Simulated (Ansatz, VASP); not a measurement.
**Fe in VASP and in Ansatz**

File INCAR:

```
SYSTEM = Fe
PREC     = Accurate       ! precision mode
ENCUT    = 520            ! plane-wave cutoff, eV
EDIFF    = 1E-6           ! SCF threshold, eV
ISMEAR   = -1             ! smearing method
SIGMA    = 0.05           ! smearing width, eV
LREAL    = .False.        ! projectors in reciprocal space
LASPH    = .True.         ! aspherical terms in the spheres
NELM     = 150            ! most SCF steps
ALGO     = Normal         ! electronic algorithm
ISIF     = 2              ! what is computed and relaxed
LWAVE    = .False.        ! write WAVECAR
LCHARG   = .False.        ! write CHGCAR
ISPIN    = 2              ! spin polarisation
MAGMOM   = -1.2 1.2       ! initial moments
LORBIT   = 11             ! projections on sites
LMAXMIX  = 4              ! l up to which the mixer works
GGA      = PS             ! functional
NBANDS   = 19             ! bands
```

KPOINTS

```
Automatic mesh
0
Gamma
  14 14 10
  0 0 0
```

The input POSCAR:

```
Fe
1.0
    1.6924063792     -1.6925730985      0.0000000000
    1.6924063792      1.6925730985      0.0000000000
    0.0000000000      0.0000000000      3.5505834012
Fe
2
Direct
    0.5000000000      0.5000000000      0.5000000000
    0.0000000000      0.0000000000      0.0000000000
```

Input for Ansatz:

```yaml
crystal:
  lattice:
    - [1.69240637916, -1.69257309848, 0.0]
    - [1.69240637916, 1.69257309848, 0.0]
    - [0.0, 0.0, 3.55058340115]
  atoms:
    - { symbol: Fe, position: [0.5, 0.5, 0.5], spin: -1.2 }
    - { symbol: Fe, position: [0.0, 0.0, 0.0], spin: 1.2 }
magnetization:
  spin_polarized: true
kpoints:
  mp_grid: { grid: [14, 14, 10] }
scf:
  occupations: { method: fermi_dirac, width: 0.05 }
hamiltonian:
  xc: pbesol
  pseudopotentials: { kind: all_electron, lapw: { basis_error: 0.001 } }
output:
  forces: true
  stress: true
  eigenvalues: true
  eigenstates:
    nscf_kmesh: { grid: [24, 24, 16] }
    de_dk: true
    e_range: [-14, 14]
  optics:
    e_range: [0, 30]
    de: 0.2
    sigma: 0.2
    bands: { spectra_wanted_up_to: 30 }
    nscf_kmesh: { grid: [24, 24, 16] }
    drude_damping: 0.05
checkpoint:
  write: ck
  write_wavefunctions: false
```

This isn't the form of Fe at room conditions, which is bcc.

Alike in both runs: task single point; functional PBEsol; k mesh 14 × 14 × 10; occupations fermi-dirac, width 0.05 eV; collinear spin.

```csv
,VASP,Ansatz
version,VASP 6.6.1,Ansatz 0.2.0
potentials or method,"VASP PAW PBE potentials, release 64 (Fe)","all-electron LAPW, scalar-relativistic"
plane-wave cutoff (eV),520,see its input
```

|  | VASP | Ansatz | Ansatz less VASP |
| --- | --- | --- | --- |
| pressure (GPa) | -0.3 | 0.1 | +0.36 |
| largest component of the traceless stress (GPa) | 0.29 | 0.25 | -0.048 |
| net moment per atom (μB) | 0.00 | 0.00 | 0.000 |
| size of the moment on the site where the two differ most (μB) | 1.24 | 1.24 | +0.002 |

Site moments also hang on the region over which each program counts them. Ansatz ran all-electron here, so the differences hold the error of VASP's frozen core and of both bases. Ansatz warned: «optics_on_partly_filled_bands».

Caveats: the PAW data sets were made with another functional, which shifts forces and pressure a little (VASP).
